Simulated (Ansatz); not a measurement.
# CuO (P1) in Ansatz: further runs

One crystal, CuO, is run at these levels: PBEsol+U, BLYP; tasks: band structure, single point, equation of state.

Everything below comes from runs of Ansatz 0.2.0. Logs are shortened: lines on timing, memory, paths and dates and some standing lists are left out, and cuts for length are marked.

### Step 1. Starting point

The typed cell holds 2 atoms: a = 2.993 Å, b = 2.993 Å, c = 2.993 Å, α = 60.00°, β = 60.00°, γ = 60.00°.

The cell comes from a database or a generator and needn't be the stable form of this composition.

### Step 2. Band structure, PBEsol+U

input.yaml

```yaml
crystal:
  lattice:
    - [0.0, 2.11656, 2.11656]
    - [2.11656, 0.0, 2.11656]
    - [2.11656, 2.11656, 0.0]
  atoms:
    - { symbol: Cu, position: [0.02949772, 0.02810087, 0.90802599] }
    - { symbol: O, position: [0.47050228, 0.47189913, 0.59197401] }
hamiltonian:
  xc: pbesol
  pseudopotentials: { kind: paw }
  hubbard: { sites: [{ species: Cu, l: d, u_eff: 4.5 }] }
kpoints:
  mp_grid: { grid: [11, 11, 11] }
  band_path:
    path:
      - [[0.0, 0.0, 0.0], [0.5, 0.0, 0.5], [0.5, 0.25, 0.75], [0.375, 0.375, 0.75], [0.0, 0.0, 0.0], [0.5, 0.5, 0.5], [0.625, 0.25, 0.625], [0.5, 0.25, 0.75], [0.5, 0.5, 0.5], [0.375, 0.375, 0.75]]
      - [[0.625, 0.25, 0.625], [0.5, 0.0, 0.5]]
    npoints: 14
scf:
  occupations: { method: fermi_dirac, width: 0.05 }
  n_extra_bands: 6
output:
  forces: true
  stress: true
  eigenvalues: true
  fatbands: false
  write_density: true
  write_potential: true
  elf: true
  volumetric_format: npy
```

Potentials or basis: Ansatz PAW.

Started as:

```bash
> ansatz run input.yaml --threads 2 --pin off --max-ram 5632MiB --backend cpu --events-out ev --progress --plain --runs-dir out
```

The program printed:

```text
Warning: RAYON_NUM_THREADS=2 ignored (pool sized by the plan → 2); use --threads N
Cu: projections on atomic orbitals take those of the free atom [Ne] 3s2 3p6 3d10 4s1, of charge +0.00 (hamiltonian.pseudopotentials.projection_atoms); the dataset's partial waves leave at most 2.0e-6 of an orbital's norm unspanned inside its sphere
O: projections on atomic orbitals take those of the free atom [He] 2s2 2p4, of charge +0.00 (hamiltonian.pseudopotentials.projection_atoms); the dataset's partial waves leave at most 1.9e-8 of an orbital's norm unspanned inside its sphere
scf.n_extra_bands = 6 over 13 filled bands (N_el = 25.0): the run solves 19 bands
Engine: ansatz 0.2.0, aarch64-unknown-linux-gnu
Pseudopotentials: kind: paw
Pseudopotential: Cu, paw, valence charge 19, recommended cutoff 420 eV (normal), Cu.paw.azcp
Pseudopotential: O, paw, valence charge 6, recommended cutoff 420 eV (normal), O.paw.azcp
Functional definition: PBEsol
  exchange = pbesol_x
  correlation = pbesol_c
Crystal: 2 atoms, lattice volume = 18.964 Å³
Basis set: ecut = 420 eV, 339 PW (Γ), exchange–correlation on 48×48×48 points (8 copies of the dense FFT grid, shifted against one another)
Bands: 19, of which v1, the nominal top of the filled ones, is band 13 counted from 1 (12 counted from 0)
Symmetry: 1 space group operations
Space group: P1 (ITA 1), of the structure as read, at distance tolerance 2.7e-5 Å
k-points: 666 of 1331 (time reversal used)
Non-local potential: Cu, projectors of the file, l = 0: 3, l = 1: 2, l = 2: 3, l = 3: 1
Non-local potential: O, projectors of the file, l = 0: 2, l = 1: 2, l = 2: 1
PAW form: soft (Blöchl's): semilocal exchange-correlation on the pseudo side does not see the compensation charge
PAW frozen core: Cu, regenerated for the run's functional, and the local potential with it (the file was generated under x = pbe(κ = 0.804, μ = 0.2195149727645171), c = pbe(β = 0.06672455060314922))
PAW frozen core: O, regenerated for the run's functional, and the local potential with it (the file was generated under x = pbe(κ = 0.804, μ = 0.2195149727645171), c = pbe(β = 0.06672455060314922))
PAW one-centre angular grid: Cu, 590 points (default); XC on 64 Gauss nodes
PAW one-centre angular grid: O, 110 points (default); XC on 64 Gauss nodes
Initial density: superposition of atomic densities (chi_scale 0.1, normalization cell, long waves kept (reshape's long-wave potential 0.00 eV rms))
Initial wavefunctions: pseudopotential atomic-orbital guess
Functional: x = pbesol(κ = 0.804, μ = 0.12345679012345678), c = pbesol(β = 0.046)
SCF iter   1: F=—  HF=-7146.504149 eV  |F-HF|=—  |Δ(HF+E_count)|=         —  Δρ=8.54e-2  dr2=9.12e-1  ethr=3.10e-3  ⟨swp⟩=5.7  Hψ=54221  notcnv=0  defer=76
preconditioner: auto → none  [metal: Δε(μ)=0.001 eV  Ē_g=19.856 eV  σ=0.050 eV  W_gap=0.00  n_scr=8 (ndim 8)  ℏωp=35.2 eV  f_vac=0.000  D(μ)=2.63/eV (n_scr^D=50)  sad-step TF]
SCF iter   2: F=—  HF=-7146.501764 eV  |F-HF|=—  |Δ(HF+E_count)|=   2.39e-3  Δρ=6.47e-2  dr2=3.85e-1  ethr=3.10e-3  ⟨swp⟩=2.9  Hψ=25632  notcnv=0  defer=1006
SCF iter   3: F=—  HF=-7146.467949 eV  |F-HF|=—  |Δ(HF+E_count)|=   3.38e-2  Δρ=1.73e-2  dr2=1.29e-2  ethr=1.54e-3  ⟨swp⟩=2.0  Hψ=24367  notcnv=0  defer=1005
SCF iter   4: F=—  HF=-7146.526244 eV  |F-HF|=—  |Δ(HF+E_count)|=   5.83e-2  Δρ=1.66e-2  dr2=2.50e-2  ethr=5.14e-5  ⟨swp⟩=2.0  Hψ=21586  notcnv=0  defer=1005
SCF iter   5: F=—  HF=-7146.527232 eV  |F-HF|=—  |Δ(HF+E_count)|=   9.88e-4  Δρ=2.56e-3  dr2=5.22e-4  ethr=5.14e-5  ⟨swp⟩=2.0  Hψ=23691  notcnv=0  defer=1007
SCF iter   6: F=—  HF=-7146.527064 eV  |F-HF|=—  |Δ(HF+E_count)|=   1.69e-4  Δρ=1.93e-4  dr2=2.63e-6  ethr=2.09e-6  ⟨swp⟩=2.0  Hψ=18596  notcnv=0  defer=1007
SCF iter   7: F=—  HF=-7146.527061 eV  |F-HF|=—  |Δ(HF+E_count)|=   2.61e-6  Δρ=3.55e-5  dr2=1.39e-7  ethr=1.05e-8  ⟨swp⟩=2.1  Hψ=17539  notcnv=0  defer=1007
SCF iter   8: F=-7146.527061 eV  HF=-7146.527061 eV  |F-HF|=1.29e-9  |Δ(HF+E_count)|=   9.36e-8  Δρ=5.22e-6  dr2=2.44e-9  ethr=4.00e-10  ⟨swp⟩=11.0  Hψ=75960  notcnv=0
SCF 1 converged in 8 iterations: F = -7146.527061 eV  dr2 = 2.44e-9
NSCF: frozen V_eff on 142 k-points
SCF converged after 8 iterations
Free energy (F): -7146.527061 eV
Harris-Foulkes:  -7146.527061 eV  (|F-HF|=1.29e-9)
Internal energy: -7146.507026 eV  (E = F + TS)
E sigma→0 (E₀):  -7146.517044 eV
Entropy (-TS):   -0.020035 eV (-10.017 meV/atom)
Fermi energy:    12.249923 eV
--- Per-component energies (eV) ---
  E_band       = -411.539604
  E_kinetic    = 472.527333
  E_local      = -4667.698366  (includes V_loc(G=0)·N_el)
  E_nonlocal   = 448.839109
  E_hartree    = 2027.135482
  E_xc         = -160.156379
  E_vxc        = -206.655439  (∫ρ·V_xc dr)
  E_hubbard    = 0.977890  (on-site DFT+U / exact-exchange correction)
  E_vhub       = -19.462208  (the Hubbard potential's part of the band-sum identity)
  E_paw        = -1783.266433  (= ΣΔE_a)
  E_vpaw       = -493.365957  (= ΣTr[D̂ρ^β])
  E_aug_tail   = 0.002476  (compensation charges beyond the density's cutoff)
  E_ewald      = -3485.109627
  E_core_change = 0.241490  (= ΣΔE_core)
  E_smearing   = -0.020035  (= −TS)
  E_closure    = 0.000000  (closes the sum)
  Σ components = -7146.527061   (vs F -7146.527061, Δ=0.00e0)
--- Forces (eV/Å), atoms counted from 1 ---
  atom   1  Cu     0.70200223     0.64685411    -0.48165971
  atom   2  O     -0.70200832    -0.64686064     0.48166691
  max |Σ_I F_I| component: 7.20e-6 eV/Å
--- Stress (GPa, compression-positive) ---
       12.805489      -4.261715       3.553052
       -4.261715      11.965109       3.367462
        3.553053       3.367463       9.244835
  P = ⅓ Tr σ = 11.3385 GPa (113.385 kbar)
--- Band table (eV; the first three rows and the last of 666) ---
  k-point 0: bands = ["-98.3732", "-55.9755", "-55.9543", "-55.8321", "-6.9253", "7.4814", "7.5060", "7.8412", "8.8002", "8.8567", "11.7562", "12.0490", "12.0822", "14.2958", "29.7197", "30.9985", "31.1191", "31.6896", "34.7842"]
  k-point 1: bands = ["-98.3732", "-55.9757", "-55.9545", "-55.8334", "-6.8448", "7.3849", "7.4141", "7.6749", "8.8348", "8.8824", "11.2928", "12.1712", "12.2047", "14.9677", "28.1624", "30.7227", "30.8336", "32.6079", "34.1690"]
  k-point 2: bands = ["-98.3731", "-55.9762", "-55.9550", "-55.8369", "-6.6215", "7.1238", "7.1455", "7.2045", "8.9412", "8.9731", "10.6772", "12.4826", "12.5123", "16.2229", "25.9719", "29.7359", "29.8143", "33.0300", "34.0929"]
  k-point 665: bands = ["-98.3736", "-55.9886", "-55.9610", "-55.8362", "-5.7479", "4.9418", "6.8939", "7.8360", "9.1593", "9.2725", "10.0394", "11.9284", "12.4545", "19.7407", "21.8991", "26.3553", "28.7078", "33.6679", "36.4633"]
Occupation matrices written to <dir>
```

It took 25 s on 2 threads of Arm Neoverse V1, shared host; peak memory 0.58 GiB.

Results:

- Free energy: -7146.5271 eV
- Pressure: 11.3 GPa
- Largest force: 1.069 eV/Å
- Band gap on the k mesh: none (metal or under the smearing width)

Forces in eV/Å, atoms in the order of the input:
```
Cu   0.702  0.647 -0.482
O   -0.702 -0.647  0.482
```

Levels at the corners of the path, in eV from the Fermi level:
```csv
point,band 9,band 10,band 11,band 12,band 13,band 14,band 15,band 16,band 17,band 18
Γ,-3.45,-3.39,-0.49,-0.20,-0.17,2.05,17.47,18.75,18.87,19.44
X,-2.77,-2.72,-2.27,-1.49,-1.45,5.98,11.61,11.91,17.04,18.56
W,-2.79,-2.61,-2.24,-1.97,-0.48,7.97,11.37,11.46,14.68,22.58
K,-2.88,-2.71,-2.26,-1.24,-0.36,7.60,10.75,11.42,16.32,19.67
Γ,-3.45,-3.39,-0.49,-0.20,-0.17,2.05,17.47,18.75,18.87,19.44
L,-3.03,-2.95,-2.19,-0.23,0.52,7.05,9.78,15.34,15.75,20.46
U,-3.49,-2.84,-2.33,-1.85,-0.26,7.45,11.07,11.50,17.04,19.13
W,-2.79,-2.61,-2.24,-1.97,-0.48,7.97,11.37,11.46,14.68,22.58
L,-3.03,-2.95,-2.19,-0.23,0.52,7.05,9.78,15.34,15.75,20.46
K,-2.88,-2.71,-2.26,-1.24,-0.36,7.60,10.75,11.42,16.32,19.67
U,-3.49,-2.84,-2.33,-1.85,-0.26,7.45,11.07,11.50,17.04,19.13
X,-2.77,-2.72,-2.27,-1.49,-1.45,5.98,11.61,11.91,17.04,18.56
```

Eigenvalues of the final occupation matrices:
```csv
site,spin,trace,eigenvalues
site 1,1,4.76,0.89 0.89 0.99 0.99 0.99
```

Caveat: the pressure holds a Pulay correction of +0.8 GPa for the finite cutoff; an odd number of electrons without spin polarisation forces a metal; a magnetic or distorted state may lie lower; the run has no spin polarisation, though such a crystal can be magnetic; U without spin polarisation on a metal has little footing; the PAW data sets come from PBE, with cores solved anew for the run's functional, which leaves a small shift of forces and pressure.

### Step 3. Single point, BLYP, 8.91 Å³/atom (volume scaled by 0.94)

input.yaml

```yaml
crystal:
  lattice:
    - [0.0, 2.0733527743, 2.0733527743]
    - [2.0733527743, 0.0, 2.0733527743]
    - [2.0733527743, 2.0733527743, 0.0]
  atoms:
    - { symbol: Cu, position: [0.02949772, 0.02810087, 0.90802599] }
    - { symbol: O, position: [0.47050228, 0.47189913, 0.59197401] }
hamiltonian:
  xc: blyp
  pseudopotentials: { kind: paw }
kpoints:
  mp_grid: { grid: [11, 11, 11] }
scf:
  occupations: { method: fermi_dirac, width: 0.05 }
output:
  forces: true
  stress: true
  eigenvalues: true
```

Potentials or basis: Ansatz PAW.

Started as:

```bash
> ansatz run input.yaml --threads 2 --pin off --max-ram 5632MiB --backend cpu --events-out ev --progress --plain --runs-dir out
```

It took 13 s on 2 threads of Arm Neoverse V1, shared host; peak memory 0.5 GiB.

It converged, with:

| Quantity | Value |
| --- | --- |
| Free energy | -7201.2950 eV |
| Pressure | 43.5 GPa |
| Largest force | 1.487 eV/Å |
| Band gap on the k mesh | none (metal or under the smearing width) |

Caveat: the pressure holds a Pulay correction of +0.9 GPa for the finite cutoff; an odd number of electrons without spin polarisation forces a metal; a magnetic or distorted state may lie lower; the run has no spin polarisation, though such a crystal can be magnetic; semilocal functionals often make such compounds metallic where correlation or magnetic order opens a gap, which also shifts bond lengths; the PAW data sets come from PBE, with cores solved anew for the run's functional, which leaves a small shift of forces and pressure.

### Step 4. Single point, BLYP, 9.10 Å³/atom (volume scaled by 0.96)

Changes to input.yaml since step 3:

```diff
@@ -2,5 +2,5 @@
   lattice:
-    - [0.0, 2.0733527743, 2.0733527743]
-    - [2.0733527743, 0.0, 2.0733527743]
-    - [2.0733527743, 2.0733527743, 0.0]
+    - [0.0, 2.0879543312, 2.0879543312]
+    - [2.0879543312, 0.0, 2.0879543312]
+    - [2.0879543312, 2.0879543312, 0.0]
   atoms:
```

Started as:

```bash
> ansatz run input.yaml --threads 2 --pin off --max-ram 5632MiB --backend cpu --events-out ev --progress --plain --runs-dir out
```

Wall time 12 s (2 threads of Arm Neoverse V1, shared host); peak memory 0.5 GiB.

Results (log left out):

```yaml
Free_energy: -7201.3903 eV
Pressure: 37.1 GPa
Largest_force: 1.312 eV/Å
Band_gap_on_the_k_mesh: none (metal or under the smearing width)
```

Caveat: the pressure holds a Pulay correction of +0.9 GPa for the finite cutoff; an odd number of electrons without spin polarisation forces a metal; a magnetic or distorted state may lie lower; the run has no spin polarisation, though such a crystal can be magnetic; semilocal functionals often make such compounds metallic where correlation or magnetic order opens a gap, which also shifts bond lengths; the PAW data sets come from PBE, with cores solved anew for the run's functional, which leaves a small shift of forces and pressure.

### Step 5. Single point, BLYP, 9.29 Å³/atom (volume scaled by 0.98)

Changes to input.yaml since step 4:

```diff
@@ -2,5 +2,5 @@
   lattice:
-    - [0.0, 2.0879543312, 2.0879543312]
-    - [2.0879543312, 0.0, 2.0879543312]
-    - [2.0879543312, 2.0879543312, 0.0]
+    - [0.0, 2.1023544713, 2.1023544713]
+    - [2.1023544713, 0.0, 2.1023544713]
+    - [2.1023544713, 2.1023544713, 0.0]
   atoms:
@@ -19 +19,5 @@
   eigenvalues: true
+  write_density: true
+  write_potential: true
+  elf: true
+  volumetric_format: npy
```

Started as:

```bash
> ansatz run input.yaml --threads 2 --pin off --max-ram 5632MiB --backend cpu --events-out ev --progress --plain --runs-dir out
```

Wall time 18 s (2 threads of Arm Neoverse V1, shared host); peak memory 0.52 GiB.

The run converged. Its results:

```yaml
Free_energy: -7201.4711 eV
Pressure: 31.3 GPa
Largest_force: 1.149 eV/Å
Band_gap_on_the_k_mesh: none (metal or under the smearing width)
```

Caveat: the pressure holds a Pulay correction of +0.9 GPa for the finite cutoff; an odd number of electrons without spin polarisation forces a metal; a magnetic or distorted state may lie lower; the run has no spin polarisation, though such a crystal can be magnetic; semilocal functionals often make such compounds metallic where correlation or magnetic order opens a gap, which also shifts bond lengths; the PAW data sets come from PBE, with cores solved anew for the run's functional, which leaves a small shift of forces and pressure.

### Step 6. Single point, BLYP, 9.48 Å³/atom

input.yaml

```yaml
crystal:
  lattice:
    - [0.0, 2.11656, 2.11656]
    - [2.11656, 0.0, 2.11656]
    - [2.11656, 2.11656, 0.0]
  atoms:
    - { symbol: Cu, position: [0.02949772, 0.02810087, 0.90802599] }
    - { symbol: O, position: [0.47050228, 0.47189913, 0.59197401] }
hamiltonian:
  xc: blyp
  pseudopotentials: { kind: paw }
kpoints:
  mp_grid: { grid: [11, 11, 11] }
scf:
  occupations: { method: fermi_dirac, width: 0.05 }
output:
  forces: true
  stress: true
  eigenvalues: true
```

Potentials or basis: Ansatz PAW.

Started as:

```bash
> ansatz run input.yaml --threads 2 --pin off --max-ram 5632MiB --backend cpu --events-out ev --progress --plain --runs-dir out
```

Wall time 12 s (2 threads of Arm Neoverse V1, shared host); peak memory 0.52 GiB.

It converged, with:

```yaml
Free_energy: -7201.5387 eV
Pressure: 26.0 GPa
Largest_force: 0.999 eV/Å
Band_gap_on_the_k_mesh: none (metal or under the smearing width)
```

Caveat: the pressure holds a Pulay correction of +0.9 GPa for the finite cutoff; an odd number of electrons without spin polarisation forces a metal; a magnetic or distorted state may lie lower; the run has no spin polarisation, though such a crystal can be magnetic; semilocal functionals often make such compounds metallic where correlation or magnetic order opens a gap, which also shifts bond lengths; the PAW data sets come from PBE, with cores solved anew for the run's functional, which leaves a small shift of forces and pressure.

### Step 7. Single point, BLYP, 9.67 Å³/atom (volume scaled by 1.02)

Changes to input.yaml since step 6:

```diff
@@ -2,5 +2,5 @@
   lattice:
-    - [0.0, 2.11656, 2.11656]
-    - [2.11656, 0.0, 2.11656]
-    - [2.11656, 2.11656, 0.0]
+    - [0.0, 2.1305773621, 2.1305773621]
+    - [2.1305773621, 0.0, 2.1305773621]
+    - [2.1305773621, 2.1305773621, 0.0]
   atoms:
@@ -19 +19,5 @@
   eigenvalues: true
+  write_density: true
+  write_potential: true
+  elf: true
+  volumetric_format: npy
```

Started as:

```bash
> ansatz run input.yaml --threads 2 --pin off --max-ram 5632MiB --backend cpu --events-out ev --progress --plain --runs-dir out
```

Run time: 19 s. Hardware: 2 threads of Arm Neoverse V1, shared host; peak memory 0.53 GiB.

Results (log left out):

```
Free energy            : -7201.5948 eV
Pressure               : 21.3 GPa
Largest force          : 0.859 eV/Å
Band gap on the k mesh : none (metal or under the smearing width)
```

Caveat: the pressure holds a Pulay correction of +0.9 GPa for the finite cutoff; an odd number of electrons without spin polarisation forces a metal; a magnetic or distorted state may lie lower; the run has no spin polarisation, though such a crystal can be magnetic; semilocal functionals often make such compounds metallic where correlation or magnetic order opens a gap, which also shifts bond lengths; the PAW data sets come from PBE, with cores solved anew for the run's functional, which leaves a small shift of forces and pressure.

### Step 8. Single point, BLYP, 9.86 Å³/atom (volume scaled by 1.04)

input.yaml

```yaml
crystal:
  lattice:
    - [0.0, 2.1444126677, 2.1444126677]
    - [2.1444126677, 0.0, 2.1444126677]
    - [2.1444126677, 2.1444126677, 0.0]
  atoms:
    - { symbol: Cu, position: [0.02949772, 0.02810087, 0.90802599] }
    - { symbol: O, position: [0.47050228, 0.47189913, 0.59197401] }
hamiltonian:
  xc: blyp
  pseudopotentials: { kind: paw }
kpoints:
  mp_grid: { grid: [11, 11, 11] }
scf:
  occupations: { method: fermi_dirac, width: 0.05 }
output:
  forces: true
  stress: true
  eigenvalues: true
```

Started as:

```bash
> ansatz run input.yaml --threads 2 --pin off --max-ram 5632MiB --backend cpu --events-out ev --progress --plain --runs-dir out
```

Run time: 12 s. Hardware: 2 threads of Arm Neoverse V1, shared host; peak memory 0.52 GiB.

Results (log left out):

```yaml
Free_energy: -7201.6401 eV
Pressure: 17.0 GPa
Largest_force: 0.729 eV/Å
Band_gap_on_the_k_mesh: none (metal or under the smearing width)
```

Caveat: the pressure holds a Pulay correction of +0.9 GPa for the finite cutoff; an odd number of electrons without spin polarisation forces a metal; a magnetic or distorted state may lie lower; the run has no spin polarisation, though such a crystal can be magnetic; semilocal functionals often make such compounds metallic where correlation or magnetic order opens a gap, which also shifts bond lengths; the PAW data sets come from PBE, with cores solved anew for the run's functional, which leaves a small shift of forces and pressure.

### Step 9. Single point, BLYP, 10.05 Å³/atom (volume scaled by 1.06)

Changes to input.yaml since step 8:

```diff
@@ -2,5 +2,5 @@
   lattice:
-    - [0.0, 2.1444126677, 2.1444126677]
-    - [2.1444126677, 0.0, 2.1444126677]
-    - [2.1444126677, 2.1444126677, 0.0]
+    - [0.0, 2.1580717154, 2.1580717154]
+    - [2.1580717154, 0.0, 2.1580717154]
+    - [2.1580717154, 2.1580717154, 0.0]
   atoms:
```

Potentials or basis: Ansatz PAW.

Started as:

```bash
> ansatz run input.yaml --threads 2 --pin off --max-ram 5632MiB --backend cpu --events-out ev --progress --plain --runs-dir out
```

Wall time 14 s (2 threads of Arm Neoverse V1, shared host); peak memory 0.53 GiB.

It converged, with:

| Quantity | Value |
| --- | --- |
| Free energy | -7201.6758 eV |
| Pressure | 13.2 GPa |
| Largest force | 0.609 eV/Å |
| Band gap on the k mesh | none (metal or under the smearing width) |

Caveat: the pressure holds a Pulay correction of +0.9 GPa for the finite cutoff; an odd number of electrons without spin polarisation forces a metal; a magnetic or distorted state may lie lower; the run has no spin polarisation, though such a crystal can be magnetic; semilocal functionals often make such compounds metallic where correlation or magnetic order opens a gap, which also shifts bond lengths; the PAW data sets come from PBE, with cores solved anew for the run's functional, which leaves a small shift of forces and pressure.

### Step 10. Equation of state, BLYP

This step only gathers the single runs of the series.

What came out:

```yaml
Equilibrium_volume: "10.89 Å³/atom (rough: see the caveat)"
Bulk_modulus_at_fixed_shape_and_positions: 137 GPa (rough)
```

Energy against volume, from the lowest point:
```csv
volume (Å³/atom),energy (meV/atom)
8.913,190.41
9.103,142.77
9.292,102.38
9.482,68.57
9.671,40.49
9.861,17.85
10.051,0.00
```

Caveat: the potentials were made for another functional, which shifts forces and pressure; the minimum lies outside the volumes run; the cell was scaled at fixed shape and fractional positions, which overstates the stiffness of a crystal with free parameters, most of all of layers and chains; the run has no spin polarisation, though such a crystal can be magnetic.
